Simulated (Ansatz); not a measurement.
Runs of Ansatz 0.2.0 on ZnS. Symmetry: F-43m, No. 216, cubic system. The conventional cell has a = 5.404 Å, b = 5.404 Å, c = 5.404 Å, α = 90.00°, β = 90.00°, γ = 90.00°. Zn (site symmetry -43m) has 4 S at 2.34 Å as nearest neighbours. S (site symmetry -43m) is surrounded by 4 Zn at 2.34 Å. 

```csv
potentials or basis,basis error allowed,gap on the mesh (eV),pressure (GPa)
"all-electron LAPW, inner shells corrected to Dirac's equation",0.001 eV/atom,2.11,1.6
"all-electron LAPW, scalar-relativistic",0.001 eV/atom,2.11,1.6
"all-electron LAPW, non-relativistic",0.001 eV/atom,2.39,(a)
all-electron PAW datasets made for the crystal,-,2.11,1.6
```

Alike in all rows: task single point; level PBE; no spin polarisation; cell as given; k mesh 9 × 9 × 9; cutoff (eV) 280; smearing fermi-dirac 0.05 eV.

Estimate the missing entries.

(a) 2.8.

The runs don't all hold the same shells in valence.
